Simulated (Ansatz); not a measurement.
MnO2

Method: r²SCAN, scalar-relativistic; collinear spin; PAW, 500 eV, Γ-centred 6×6×10 mesh, 0.05 eV Gaussian smearing; code Ansatz. The datasets are Ansatz's generated set soft_2.

```
CELL_PARAMETERS angstrom
4.38329 0.00000 0.00000
0.00000 4.38329 0.00000
0.00000 0.00000 2.86113
ATOMIC_POSITIONS crystal
Mn 0.00000 0.00000 0.00000
Mn 0.50000 0.50000 0.50000
O 0.30476 0.30476 0.00000
O 0.19524 0.80476 0.50000
O 0.69524 0.69524 0.00000
O 0.80476 0.19524 0.50000
```

The chain of runs began from a cell as deposited in COD, expanded in volume.

Magnetic state: antiferromagnetic, site spin moments Mn 2.40, -2.40 μB.

Elastic constants come from the stress of slightly strained cells with relaxed atoms, in GPa, Voigt order xx, yy, zz, yz, xz, xy in the Cartesian frame of the vectors above.

```
308.7 265.7 164.8   0.0   0.0   0.0
265.7 308.7 164.8   0.0   0.0   0.0
164.8 164.8 521.7   0.0   0.0   0.0
  0.0   0.0   0.0 164.9   0.0   0.0
  0.0   0.0   0.0   0.0 164.9   0.0
  0.0   0.0   0.0   0.0   0.0 258.4
```

Question: Work out the Voigt, Reuss and Hill moduli.

Answer: Voigt: K = (C11 + C22 + C33 + 2(C12 + C13 + C23))/9 = 259 GPa, G = (C11 + C22 + C33 − C12 − C13 − C23 + 3(C44 + C55 + C66))/15 = 154 GPa. Reuss, from the compliances S = C⁻¹: K = 256 GPa, G = 73 GPa. Hill means: K = 257 GPa, G = 113 GPa.

Question: And Young's modulus, Poisson's ratio, Pugh's ratio and the anisotropy?

Answer: E = 9KG/(3K + G) = 296 GPa, ν = (3K − 2G)/(6K + 2G) = 0.31, K/G = 2.27 (over the 1.75 that Pugh's rule, made for metals, takes as the line between brittle and ductile), universal anisotropy index 5G_V/G_R + K_V/K_R − 6 = 5.6. The eigenvalues of C are 43, 165, 165, 258, 314, 783 GPa, all positive.

Voigt's and Reuss's shear moduli differ by over a factor of two, so their mean gives no reliable sound velocity or Debye temperature.

The equation of state, an independent route, gives B0 = 256 GPa; its match is the Reuss value, 256 GPa, which holds for uniform pressure.

Run time: 7.6 min on 4 threads of Arm Neoverse V2, on a shared host, peak memory 1.3 GiB.

Site moments are of spin, integrated over atomic spheres.

The crystal resists compression far more evenly than it resists shear. Its weak point is the basal distortion that lengthens one a axis and shortens the other: C11 barely exceeds C12, which gives the lowest eigenvalue, 43 GPa, whereas the other in-plane shear, C66, reaches 258.4 GPa. In rutile-type oxides the soft strain couples to a rotation of the octahedra about c, so the lattice can yield with little change in Mn–O bond length. The xy shear instead strains the bonds along the basal diagonals directly. The large C33 reflects the stiff chains of edge-sharing octahedra along c. The high Pugh ratio thus probably expresses this easy rotation rather than any capacity for plastic flow.

The site moments fit Mn(IV) with a half-filled t2g shell, its spin partly delocalised onto oxygen by covalency. The positive eigenvalues support stability against small homogeneous strains in this collinear state only; pyrolusite actually orders in a helix, which the cell and collinear spins cannot represent.
